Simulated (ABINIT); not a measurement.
# InAs (Fm-3m) in ABINIT: reference runs

How does InAs come out in PBE? The cell is run as given.

All numbers are computed with ABINIT 10.8.3 (patched build); they aren't measurements. Logs are shortened: lines on timing, memory, paths and dates and some standing lists are left out, and cuts for length are marked. The log counts tension as positive stress, the text compression.

## 1. The structure

It takes space group Fm-3m (No. 225, cubic). Conventional cell: a = 5.755 Å, b = 5.755 Å, c = 5.755 Å, α = 90.00°, β = 90.00°, γ = 90.00°. Around In (site symmetry m-3m) lie 6 As at 2.88 Å. As (site symmetry m-3m) is surrounded by 6 In at 2.88 Å.

Measurements of this composition are mostly on another form, of space group No. 216.

## 2. Single point, PBE

Input file run.abi:

```
# Pseudopotentials
pp_dirpath "./"
pseudos "In.GGA_PBE-JTH.xml, As.GGA_PBE-JTH.xml"

# Structure
acell 3*1.0
rprim
     0.0000000000     5.4373165373     5.4373165373
     5.4373165373     0.0000000000     5.4373165373
     5.4373165373     5.4373165373     0.0000000000
ntypat 2
znucl 49 33
natom 2
typat 1 2
xred
     0.5000000000     0.5000000000     0.5000000000
     0.0000000000     0.0000000000     0.0000000000

# Plane-wave basis
ecut 22.0
pawecutdg 44.0
pawxcdev 0

# k points
kptopt 1
ngkpt 8 8 8
nshiftk 1
shiftk 0.0 0.0 0.0

# Exchange and correlation
ixc 11

# Bands and occupations
nband 18
occopt 3
tsmear 0.05 eV

# SCF cycle
nstep 100
tolvrs 1.0e-9

# Output
iomode 3
prtwf 0
prtden 0
prteig 0
prtebands 0
```

Potentials or basis: JTH PAW PBE v2.0.

Command:

```
> abinit run.abi > log 2>&1
```

run.abo:

```text
.Version 10.8.3 of ABINIT
 Symmetries : space group Fm -3 m (#225); Bravais cF (face-center cubic)
================================================================================
 Values of the parameters that define the memory need of the present run
     intxc =       0    ionmov =       0      iscf =      17    lmnmax =      18
     lnmax =       6     mgfft =      36  mpssoang =       3    mqgrid =    3001
     natom =       2  nloc_mem =       2    nspden =       1   nspinor =       1
    nsppol =       1      nsym =      48    n1xccc =       1    ntypat =       2
    occopt =       3   xclevel =       2
       mpw =        1604          nfft =       46656          nkpt =          29
 PAW method is used; the additional fine FFT grid is defined by:
   mgfftf=        48    nfftf =    110592
================================================================================
================================================================================

--------------------------------------------------------------------------------
------------- Echo of variables that govern the present computation ------------
--------------------------------------------------------------------------------
 -outvars: echo values of preprocessed input variables --------
            acell      1.0000000000E+00  1.0000000000E+00  1.0000000000E+00 Bohr
              amu      1.14820000E+02  7.49215900E+01
             ecut      2.20000000E+01 Hartree
              ixc          11
         kptrlatt        8    0    0      0    8    0      0    0    8
          kptrlen      6.15162143E+01
            natom           2
            nband          18
            ngfft          36      36      36
          ngfftdg          48      48      48
             nkpt          29
            nstep         100
             nsym          48
           ntypat           2
           occopt           3
        pawecutdg      4.40000000E+01 Hartree
         pawxcdev           0
           prtden           0
        prtebands           0
           prteig           0
            prtwf           0
            rprim      0.0000000000E+00  5.4373165373E+00  5.4373165373E+00
                       5.4373165373E+00  0.0000000000E+00  5.4373165373E+00
                       5.4373165373E+00  5.4373165373E+00  0.0000000000E+00
          spgroup         225
           tolvrs      1.00000000E-09
           tsmear      1.83746611E-03 Hartree
            typat      1  2
           useylm           1
           xangst      2.8773039981E+00  2.8773039981E+00  2.8773039981E+00
                       0.0000000000E+00  0.0000000000E+00  0.0000000000E+00
            xcart      5.4373165373E+00  5.4373165373E+00  5.4373165373E+00
                       0.0000000000E+00  0.0000000000E+00  0.0000000000E+00
             xred      5.0000000000E-01  5.0000000000E-01  5.0000000000E-01
                       0.0000000000E+00  0.0000000000E+00  0.0000000000E+00
            znucl       49.00000   33.00000

================================================================================

 chkinp: Checking input parameters for consistency.

================================================================================
== DATASET  1 ==================================================================

--- !DatasetInfo
iteration_state: {dtset: 1, }
dimensions: {natom: 2, nkpt: 29, mband: 18, nsppol: 1, nspinor: 1, nspden: 1, mpw: 1604, }
cutoff_energies: {ecut:  22.0, pawecutdg:  44.0, }
electrons: {nelect:   2.80000000E+01, charge:   0.00000000E+00, occopt:   3.00000000E+00, tsmear:   1.83746611E-03, }
meta: {optdriver: 0, ionmov: 0, optcell: 0, iscf: 17, paral_kgb: 0, }
...

 Exchange-correlation functional for the present dataset will be:
  GGA: Perdew-Burke-Ernzerhof functional - ixc=11
  J.P.Perdew, K.Burke, M.Ernzerhof, PRL 77, 3865 (1996)

 Real(R)+Recip(G) space primitive vectors, cartesian coordinates (Bohr,Bohr^-1):
 R(1)=  0.0000000  5.4373165  5.4373165  G(1)= -0.0919571  0.0919571  0.0919571
 R(2)=  5.4373165  0.0000000  5.4373165  G(2)=  0.0919571 -0.0919571  0.0919571
 R(3)=  5.4373165  5.4373165  0.0000000  G(3)=  0.0919571  0.0919571 -0.0919571
 Unit cell volume ucvol=  3.2150212E+02 bohr^3
 Angles (23,13,12)=  6.00000000E+01  6.00000000E+01  6.00000000E+01 degrees

 Coarse grid specifications (used for wave-functions):

 getcut: wavevector=  0.0000  0.0000  0.0000  ngfft=  36  36  36
         ecut(hartree)=     22.000   => boxcut(ratio)=   2.21731

 getcut : COMMENT -
  Note that boxcut > 2.2 ; recall that boxcut=Gcut(box)/Gcut(sphere) = 2
  is sufficient for exact treatment of convolution.
  Such a large boxcut is a waste : you could raise ecut
  e.g. ecut=   27.040551 Hartrees makes boxcut=2

[... 44 lines left out ...]
 ETOT 11  -171.91177838945    -3.331E-11 1.399E-05 1.957E-09
 ETOT 12  -171.91177838946    -3.439E-12 9.093E-06 5.166E-10

 At SCF step   12       nres2   =  5.17E-10 < tolvrs=  1.00E-09 =>converged.

 Cartesian components of stress tensor (hartree/bohr^3)
  sigma(1 1)=  1.92807527E-06  sigma(3 2)=  0.00000000E+00
  sigma(2 2)=  1.92807527E-06  sigma(3 1)=  0.00000000E+00
  sigma(3 3)=  1.92807527E-06  sigma(2 1)=  0.00000000E+00

--- !ResultsGS
iteration_state: {dtset: 1, }
comment   : Summary of ground state results
lattice_vectors:
- [  0.0000000,   5.4373165,   5.4373165, ]
- [  5.4373165,   0.0000000,   5.4373165, ]
- [  5.4373165,   5.4373165,   0.0000000, ]
lattice_lengths: [   7.68953,    7.68953,    7.68953, ]
lattice_angles: [ 60.000,  60.000,  60.000, ] # degrees, (23, 13, 12)
lattice_volume:   3.2150212E+02
convergence: {deltae: -3.439E-12, res2:  5.166E-10, residm:  9.093E-06, diffor: null, }
etotal    :  -1.71911778E+02
entropy   :   0.00000000E+00
fermie    :   1.99962113E-01
cartesian_stress_tensor: # hartree/bohr^3
- [  1.92807527E-06,   0.00000000E+00,   0.00000000E+00, ]
- [  0.00000000E+00,   1.92807527E-06,   0.00000000E+00, ]
- [  0.00000000E+00,   0.00000000E+00,   1.92807527E-06, ]
pressure_GPa:  -5.6726E-02
xred      :
- [  5.0000E-01,   5.0000E-01,   5.0000E-01, In]
- [  0.0000E+00,   0.0000E+00,   0.0000E+00, As]
cartesian_forces: # hartree/bohr
- [ -0.00000000E+00,  -0.00000000E+00,  -0.00000000E+00, ]
- [ -0.00000000E+00,  -0.00000000E+00,  -0.00000000E+00, ]
force_length_stats: {min:   0.00000000E+00, max:   0.00000000E+00, mean:   0.00000000E+00, }
...

 Integrated electronic density in atomic spheres:
 ------------------------------------------------
 Atom  Sphere_radius  Integrated_density
    1        2.50645         11.09412349
    2        2.10392         12.60620497

================================================================================

 ----iterations are completed or convergence reached----

 Mean square residual over all n,k,spin=   40.162E-09; max=  90.934E-07
 reduced coordinates (array xred) for    2 atoms
       0.500000000000      0.500000000000      0.500000000000
       0.000000000000      0.000000000000      0.000000000000
 rms dE/dt=  0.0000E+00; max dE/dt=  0.0000E+00; dE/dt below (all hartree)
    1       0.000000000000      0.000000000000      0.000000000000
    2       0.000000000000      0.000000000000      0.000000000000

 cartesian coordinates (angstrom) at end:
    1      2.87730399805318     2.87730399805318     2.87730399805318
    2      0.00000000000000     0.00000000000000     0.00000000000000

 cartesian forces (hartree/bohr) at end:
    1     -0.00000000000000    -0.00000000000000    -0.00000000000000
    2     -0.00000000000000    -0.00000000000000    -0.00000000000000
 frms,max,avg= 0.0000000E+00 0.0000000E+00   0.000E+00  0.000E+00  0.000E+00 h/b

 cartesian forces (eV/Angstrom) at end:
    1     -0.00000000000000    -0.00000000000000    -0.00000000000000
    2     -0.00000000000000    -0.00000000000000    -0.00000000000000
 frms,max,avg= 0.0000000E+00 0.0000000E+00   0.000E+00  0.000E+00  0.000E+00 e/A
 length scales=  1.000000000000  1.000000000000  1.000000000000 bohr
              =  0.529177210544  0.529177210544  0.529177210544 angstroms
 Fermi (or HOMO) energy (hartree) =   0.19996   Average Vxc (hartree)=  -0.36820
 Eigenvalues (hartree) for nkpt=  29  k points:
 kpt#   1, nband= 18, wtk=  0.00195, kpt=  0.0000  0.0000  0.0000 (reduced coord)
  -1.09217   -1.09217   -1.09202   -1.09202   -1.09202   -0.32592   -0.32592   -0.32526
  -0.32526   -0.32526   -0.24522    0.17487    0.19196    0.19196    0.19196    0.46458
   0.46458    0.46460
      occupation numbers for kpt#   1
   2.00000    2.00000    2.00000    2.00000    2.00000    2.00000    2.00000    2.00000
   2.00000    2.00000    2.00000    2.00000    1.97466    1.97466    1.97466    0.00000
   0.00000    0.00000
 prteigrs : prtvol=0 or 1, do not print more k-points.

--- !EnergyTerms
iteration_state     : {dtset: 1, }
comment             : Components of total free energy in Hartree
kinetic             :  1.78755786106359E+01
hartree             :  5.26190302292404E+01
xc                  : -9.68522327758695E+00
Ewald energy        : -1.02598012594251E+02
psp_core            :  4.27463340604470E+00
local_psp           : -1.43718739094625E+02
PAW spherical_terms :  9.32136919491795E+00
internal            : -1.71911363525624E+02
'-kT*entropy'       : -4.17174039975181E-04
total_energy        : -1.71911780699664E+02
total_energy_eV     : -4.67795786485293E+03
...

--- !EnergyTermsDC
iteration_state     : {dtset: 1, }
comment             : '"Double-counting" decomposition of free energy'
band_energy         : -1.39721379705052E+01
Ewald energy        : -1.02598012594251E+02
psp_core            :  4.27463340604470E+00
xc_dc               : -5.48367961379254E+01
PAW spherical_terms : -4.77904791877969E+00
internal            : -1.71911361215417E+02
'-kT*entropy'       : -4.17174039975181E-04
total_energy_dc     : -1.71911778389457E+02
total_energy_dc_eV  : -4.67795780198900E+03
...

--- !EnergyTermsWithPAWCore
iteration_state     : {dtset: 1, }
comment             : 'Components of total free energy, including PAW core contributions'
Total energy        : -8.14270315208772E+03
Total energy DC     : -8.14270314977752E+03
Total energy (eV)   : -2.21574240557826E+05
Total energy DC (eV): -2.21574240494962E+05
...

 Cartesian components of stress tensor (hartree/bohr^3)
  sigma(1 1)=  1.92807527E-06  sigma(3 2)=  0.00000000E+00
  sigma(2 2)=  1.92807527E-06  sigma(3 1)=  0.00000000E+00
  sigma(3 3)=  1.92807527E-06  sigma(2 1)=  0.00000000E+00

-Cartesian components of stress tensor (GPa)         [Pressure= -5.6726E-02 GPa]
- sigma(1 1)=  5.67259328E-02  sigma(3 2)=  0.00000000E+00
- sigma(2 2)=  5.67259328E-02  sigma(3 1)=  0.00000000E+00
- sigma(3 3)=  5.67259328E-02  sigma(2 1)=  0.00000000E+00

== END DATASET(S) ==============================================================
================================================================================

 -outvars: echo values of variables after computation  --------
            acell      1.0000000000E+00  1.0000000000E+00  1.0000000000E+00 Bohr
           etotal     -1.7191177839E+02
            fcart     -0.0000000000E+00 -0.0000000000E+00 -0.0000000000E+00
                      -0.0000000000E+00 -0.0000000000E+00 -0.0000000000E+00
            rprim      0.0000000000E+00  5.4373165373E+00  5.4373165373E+00
                       5.4373165373E+00  0.0000000000E+00  5.4373165373E+00
                       5.4373165373E+00  5.4373165373E+00  0.0000000000E+00
           strten      1.9280752673E-06  1.9280752673E-06  1.9280752673E-06
                       0.0000000000E+00  0.0000000000E+00  0.0000000000E+00
           xangst      2.8773039981E+00  2.8773039981E+00  2.8773039981E+00
                       0.0000000000E+00  0.0000000000E+00  0.0000000000E+00
             xred      5.0000000000E-01  5.0000000000E-01  5.0000000000E-01
                       0.0000000000E+00  0.0000000000E+00  0.0000000000E+00
 Calculation completed.
```

It took 29 s on 1 thread of Arm Neoverse V2, shared host; peak memory 0.13 GiB.

What came out:

```
Free energy                                           : -4677.9578 eV
Pressure                                              : -0.1 GPa
Band gap on the k mesh                                : none (metal or under the smearing width)
Valence electrons inside the program's atomic spheres : In 11.09; As 12.61
```
